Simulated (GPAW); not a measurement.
# WS2 (Tungstenite) (P6_3/mmc) in GPAW: a series of runs

One crystal, WS2 (Tungstenite), is run at these levels: LDA; tasks: dielectric tensor.

All numbers are computed with GPAW 26.7.0; they aren't measurements. Logs are shortened: lines on timing, memory, paths and dates and some standing lists are left out, and cuts for length are marked. The log counts tension as positive stress, the text compression.

## 1. The structure

It takes space group P6_3/mmc (No. 194, hexagonal). Conventional cell: a = 3.137 Å, b = 3.137 Å, c = 12.331 Å, α = 90.00°, β = 90.00°, γ = 120.00°. Around W (site symmetry -6m2) lie 6 S at 2.38 Å. S (site symmetry 3m) is surrounded by 3 W at 2.38 Å.

## 2. Dielectric tensor, LDA

run.py

```python
import numpy as np
from ase import Atoms
from ase.dft.bandgap import bandgap
from ase.io import write
from gpaw import GPAW, PW
from gpaw.response.df import DielectricFunction

atoms = Atoms(['W', 'W', 'S', 'S', 'S', 'S'],
              cell=[[3.1370217585, 0.0, 0.0],
                    [-1.5685108793, 2.7167405351, 0.0],
                    [0.0, 0.0, 12.3310603717]],
              scaled_positions=[[0.6666666667, 0.3333333333, 0.75],
                                [0.3333333333, 0.6666666667, 0.25],
                                [0.6666666667, 0.3333333333, 0.375],
                                [0.3333333333, 0.6666666667, 0.875],
                                [0.6666666667, 0.3333333333, 0.125],
                                [0.3333333333, 0.6666666667, 0.625]],
              pbc=True)

calc = GPAW(mode=PW(400),
            xc='LDA',
            kpts={'size': (8, 8, 2), 'gamma': True},
            occupations={'name': 'fermi-dirac', 'width': 0.001},
            nbands=46,
            convergence={'density': 1e-06},
            maxiter=150,
            txt='gpaw.txt')
atoms.calc = calc
energy = atoms.get_potential_energy()
calc.write('gs.gpw')
write('result.traj', atoms)
print(f'Energy: {energy:.6f} eV')
print('Fermi level:', round(calc.get_fermi_level(), 4), 'eV')
print(f'Gap: {bandgap(calc)[0]:.4f} eV, direct: {bandgap(calc, direct=True)[0]:.4f} eV')

for size in [(13, 13, 3)]:
    name = 'x'.join(str(n) for n in size)
    dense = calc.fixed_density(kpts={'size': size, 'gamma': True},
                               nbands=80, convergence={'bands': 74, 'eigenstates': 1e-7},
                               update_fermi_level=True, txt=f'dense-{name}.txt')
    dense.write(f'{name}.gpw', mode='all')
    df = DielectricFunction(f'{name}.gpw', frequencies=np.array([0.0]), hilbert=False, eta=0.001,
                            ecut=80, nbands=74, intraband=False, txt=f'df-{name}.txt')
    for xc in ['RPA']:
        for direction in ['x', 'y', 'z', [0, 1, 1], [1, 0, 1], [1, 1, 0]]:
            e0, e = df.get_macroscopic_dielectric_constant(xc=xc, direction=direction)
            print(f'{name} {xc} {direction}: {e0:.4f} without, {e:.4f} with local fields')
```

Potentials or basis: the program's PAW data sets (release 1.2.1) made for this functional, pw.

The run is started by

```bash
> OMP_NUM_THREADS=1 python run.py
```

gpaw.txt:

```text
__  _  _
 | _ |_)|_||  |
 |__||  | ||/\| - 26.7.0

Input parameters:
  mode=PW(ecut=400.0),
  convergence={'density': 1e-06},
  kpts=MonkhorstPack(size=(8, 8, 2), gamma=True),
  maxiter=150,
  nbands=46,
  occupations=Occupations(name='fermi-dirac', width=0.001),
  xc=XC(name='LDA')

Diagonalizing LCAO Hamiltonian
Converting LCAO to pw mode

        S

           W
        S

           S
        W

           S

Atoms  # Å, Bohr magnetons
|   | symbol |         x |        y |         z |    initial magnetic moments |
|---|--------|-----------|----------|-----------|-----------------------------|
| 0 |      W |  1.568511 | 0.905580 |  9.248295 | ( 0.0000,  0.0000,  0.0000) |
| 1 |      W | -0.000000 | 1.811160 |  3.082765 | ( 0.0000,  0.0000,  0.0000) |
| 2 |      S |  1.568511 | 0.905580 |  4.624148 | ( 0.0000,  0.0000,  0.0000) |
| 3 |      S | -0.000000 | 1.811160 | 10.789678 | ( 0.0000,  0.0000,  0.0000) |
| 4 |      S |  1.568511 | 0.905580 |  1.541383 | ( 0.0000,  0.0000,  0.0000) |
| 5 |      S | -0.000000 | 1.811160 |  7.706913 | ( 0.0000,  0.0000,  0.0000) |

Unit cell  # Å
| periodic |         x |        y |         z |   lengths |     angles |
|----------|-----------|----------|-----------|-----------|------------|
|      yes |  3.137022 | 0.000000 |  0.000000 |  3.137022 |  90.000000 |
|      yes | -1.568511 | 2.716741 |  0.000000 |  3.137022 |  90.000000 |
|      yes |  0.000000 | 0.000000 | 12.331060 | 12.331060 | 120.000000 |

Number of symmetries: 12
Symmetry operations  # r_c * U_cc + t_c -> r_c
|    | kind |            matrix            |
|----|------|------------------------------|
|  0 |  σ   |  1, 1, 0,  0,-1, 0,  0, 0, 1 |
|  1 |  S6  |  1, 1, 0, -1, 0, 0,  0, 0,-1 |
|  2 |  E   |  1, 0, 0,  0, 1, 0,  0, 0, 1 |
|  3 |  C2  |  1, 0, 0, -1,-1, 0,  0, 0,-1 |
|  4 |  C2  |  0, 1, 0,  1, 0, 0,  0, 0,-1 |
|  5 |  C3  |  0, 1, 0, -1,-1, 0,  0, 0, 1 |
|  6 |  S6  |  0,-1, 0,  1, 1, 0,  0, 0,-1 |
|  7 |  σ   |  0,-1, 0, -1, 0, 0,  0, 0, 1 |
|  8 |  σ   | -1, 0, 0,  1, 1, 0,  0, 0, 1 |
|  9 |  i   | -1, 0, 0,  0,-1, 0,  0, 0,-1 |
| 10 |  C3  | -1,-1, 0,  1, 0, 0,  0, 0, 1 |
| 11 |  C2  | -1,-1, 0,  0, 1, 0,  0, 0,-1 |

BZ-sampling:
  Number of BZ points: 128
  Number of IBZ points: 20

  Monkhorst-Pack size: [8, 8, 2]
  Monkhorst-Pack shift: [0.0625, 0.0625, 0.25]

K-points  # in reciprocal-cell coordinates
|     |                                coordinates |     weight |
|-----|--------------------------------------------|------------|
|   0 | (  0.00000000,   0.00000000,   0.00000000) | 0.00781250 |
|   1 | (  0.00000000,   0.00000000,   0.50000000) | 0.00781250 |
|   2 | (  0.12500000,   0.00000000,   0.00000000) | 0.04687500 |
|   3 | (  0.12500000,   0.00000000,   0.50000000) | 0.04687500 |
|   4 | (  0.25000000,  -0.12500000,   0.00000000) | 0.04687500 |
|   5 | (  0.25000000,  -0.12500000,   0.50000000) | 0.04687500 |
|   6 | (  0.25000000,   0.00000000,   0.00000000) | 0.04687500 |
|   7 | (  0.25000000,   0.00000000,   0.50000000) | 0.04687500 |
|   8 | (  0.37500000,  -0.12500000,   0.00000000) | 0.09375000 |
|   9 | (  0.37500000,  -0.12500000,   0.50000000) | 0.09375000 |
| ... |                                            |            |
|  19 | (  0.50000000,   0.50000000,   0.50000000) | 0.02343750 |

Plane wave coefficients: 1936
Cutoff: 400.0 eV

Spin-components: 1 (collinear spins)
Bands:           46
Projectors:      32
Spin-degeneracy: 2
Datatype:        complex128

Parallelization:
  kpt:    1
  domain: 1
  band:   1

Density:
  Valence electrons: 52.0
  Components: 1
  Grid points: [15 15 60]
  Charge: 0.0  # |e|

Potential:
  Grid points: [15 15 60]

species:
  W:
    name:    Tungsten
    Z:       74.0
    valence: 14
    core:    60
    charge:  0.0  # [|e|]
    compensation charges:
      type: gauss
      rc: 0.40  # [Å]
      lmax: 2
    cutoffs:
      filter: 2.36  # [Å]
      core: 3.02  # [Å]
    projectors
    | kind |    occ | energy [eV] | rcut [Å] |
    |------|--------|-------------|----------|
    |   5s |  2.000 |     -79.053 |    1.344 |
    |   6s |  2.000 |      -5.886 |    1.344 |
    |   5p |  6.000 |     -43.417 |    1.355 |
    |   6p |  0.000 |      -1.469 |    1.355 |
    |   5d |  4.000 |      -4.693 |    1.228 |
    |    d |        |      22.518 |    1.228 |

    Using partial waves for W as LCAO basis

  S:
    name:    Sulfur
    Z:       16.0
    valence: 6
    core:    10
    charge:  0.0  # [|e|]
    compensation charges:
      type: gauss
      rc: 0.24  # [Å]
      lmax: 2
    cutoffs:
      filter: 1.77  # [Å]
      core: 1.66  # [Å]
    projectors
    | kind |    occ | energy [eV] | rcut [Å] |
    |------|--------|-------------|----------|
    |   3s |  2.000 |     -17.278 |    0.974 |
    |   3p |  4.000 |      -7.106 |    0.979 |
    |    s |        |       9.933 |    0.974 |
    |    p |        |      20.105 |    0.979 |
    |    d |        |       0.000 |    0.900 |

    Using partial waves for S as LCAO basis

Reference energy: -920330.548201  # eV

eigensolver:
  PPCG
  Converge bands: occupied
  niter=2

density mixing:
  MSR1-Mixer
  Pratt-step length: 0.05
  Maximum mixing coefficient: 0.75
  Old densities: 10
  SVD Regularization: 0.005
  Good broyden scale: 1.0
  Trust region scale: 1.0
  Backstep threshold: 4.0
  History deletion threshold: 6.0
  Fourier metric: weight=20.0, sigma=0.015

occupation numbers:
  Fermi-Dirac:
    width: 0.0010  # eV

poisson solver:
  ecut: 3200.0  # eV

xc functional:
  name: None

convergence criteria:
- Maximum integral of absolute [dens]ity change: 1e-06 electrons / valence electron
- Maximum [total energy] change in last 3 cyles: 0.0005 eV / valence electron
- Maximum integral of absolute [eigenst]ate change: 4e-08 eV^2 / valence electron
maximum number of iterations: 150

SCF iterations
|iter     | |      energy | eigst |  dens |
|---------|-|-------------|-------|-------|
|iter:   1| |  -50.286931 | +0.39 |       |
|iter:   2| |  -50.527372 | -1.47 | -1.21 |
|iter:   3| |  -53.064209 | -0.76 | -1.23 |
|iter:   4| |  -50.007423 | -1.01 | -1.06 |
|iter:   5| |  -49.847755 | -2.71 | -1.52 |
|iter:   6| |  -49.853975 | -3.29 | -1.88 |
|iter:   7| |  -49.850566c| -3.98 | -2.44 |
|iter:   8| |  -49.847470c| -4.06 | -2.60 |
|iter:   9| |  -49.847457c| -5.87 | -3.39 |
|iter:  10| |  -49.847458c| -7.30 | -4.05 |
|iter:  11| |  -49.847458c| -7.57c| -4.63 |
|iter:  12| |  -49.847458c| -8.15c| -5.48 |
|iter:  13| |  -49.847458c| -8.87c| -6.04c|

Converged in 13 steps
Energy contributions relative to reference atoms: (reference = -920330.548201)

Energy contributions:
  Kinetic:          44.579134
  Coulomb:         -45.475009
  Zero:             -0.060411
  External:          0.000000
  Xc:              -48.891171
  Entropy:          -0.000000
  Spinorbit:         0.000000
  ----------------------------
  Free energy:     -49.847458
  Extrapolated:    -49.847458

dipole moment: (0.000004, 0.000006, 0.000029)  # |e|*Ang

Fermi level: 9.571
Eigenvalues  # (at kpt = [0.000, 0.000, 0.000])
| band index |      eig [eV] | occ [0-2] |
|------------|---------------|-----------|
|          0 |       -65.608 |     2.000 |
|        ... |               |           |
|         18 |         5.056 |     2.000 |
|         19 |         6.358 |     2.000 |
|         20 |         6.358 |     2.000 |
|         21 |         6.403 |     2.000 |
|         22 |         6.403 |     2.000 |
|         23 |         7.209 |     2.000 |
[... 8 lines left out ...]
|         32 |        11.398 |     0.000 |
|         33 |        11.398 |     0.000 |
|        ... |               |           |
|         45 |        21.423 |     0.000 |

Gap: 1.076 eV
Transition (v -> c):
  (s=0, k=0, n=25, [0.00, 0.00, 0.00]) -> (s=0, k=8, n=26, [0.38, -0.12, 0.00])
Direct/indirect transitions are different
Direct gap: 2.276 eV
Transition at: (s=0, k=0, n=25, [0.00, 0.00, 0.00])
# Writing to gs.gpw (mode='')
```

stdout:

```text
Energy: -49.847458 eV
Fermi level: 9.5713 eV
Gap: 1.0761 eV, direct: 2.2761 eV
13x13x3 RPA x: 13.2563 without, 12.3661 with local fields
13x13x3 RPA y: 13.2563 without, 12.3661 with local fields
13x13x3 RPA z: 8.5194 without, 5.5995 with local fields
13x13x3 RPA [0, 1, 1]: 10.8878 without, 8.9828 with local fields
13x13x3 RPA [1, 0, 1]: 10.8878 without, 8.9828 with local fields
13x13x3 RPA [1, 1, 0]: 13.2563 without, 12.3661 with local fields
```

df-13x13x3.txt:

```text
FrequencyGridDescriptor(from 0.000 to 0.000 eV, 1 points)
FrequencyGridDescriptor(from 0.000 to 0.000 eV, 1 points)

Calculating chi0 body with:
    Ground state adapter containing:
    Number of spins: 1
    Number of kpoints: 507
    Number of irreducible kpoints: 56
    Number of completely occupied states: 26
    Number of partially occupied states: 26

    Linear response parametrization:
    q_c: [0.0, 0.0, 0.0]
    Number of frequency points: 1
    Planewave cutoff: 80.0
    Number of bands: 74
    Number of planewaves: 161
    Broadening (eta): 0.001

Integrating chi0 body.

Symmetries of q_c:
    Direct symmetries (Uq -> q): 12
    Indirect symmetries (TUq -> q): 0
In total 12 allowed symmetries.

Integral kind: response function

Calculating chi0 optical extensions with:
    Ground state adapter containing:
    Number of spins: 1
    Number of kpoints: 507
    Number of irreducible kpoints: 56
    Number of completely occupied states: 26
    Number of partially occupied states: 26

    Linear response parametrization:
    Number of frequency points: 1
    Planewave cutoff: 80.0
    Number of bands: 74
    Number of planewaves: 161
    Broadening (eta): 0.001
Integrating chi0 head and wings.

Symmetries of q_c:
    Direct symmetries (Uq -> q): 12
    Indirect symmetries (TUq -> q): 0
In total 12 allowed symmetries.

Integral kind: response function wings

Finished calculating chi0
```

It took 8.1 min on 1 thread of Intel Xeon at 2.50GHz (Skylake/Cascade Lake), shared host; peak memory 0.53 GiB.

What came out:

```yaml
Free_energy: -49.8475 eV
Band_gap_on_the_k_mesh: 1.08 eV, indirect (least direct gap 2.28 eV)
Electronic_dielectric_tensor_diagonal: 12.37, 12.37, 5.60
```

Electronic dielectric tensor:
```
12.37  0.00  0.00
 0.00 12.37  0.00
 0.00  0.00  5.60
```

Caveat: the long-wavelength limit can be off by several per cent where d states take part; spin-orbit coupling is left out, which moves the levels of the heavy elements; an odd mesh through Γ misses points on the zone boundary, where band edges often lie.

[end of part 1 of 3]
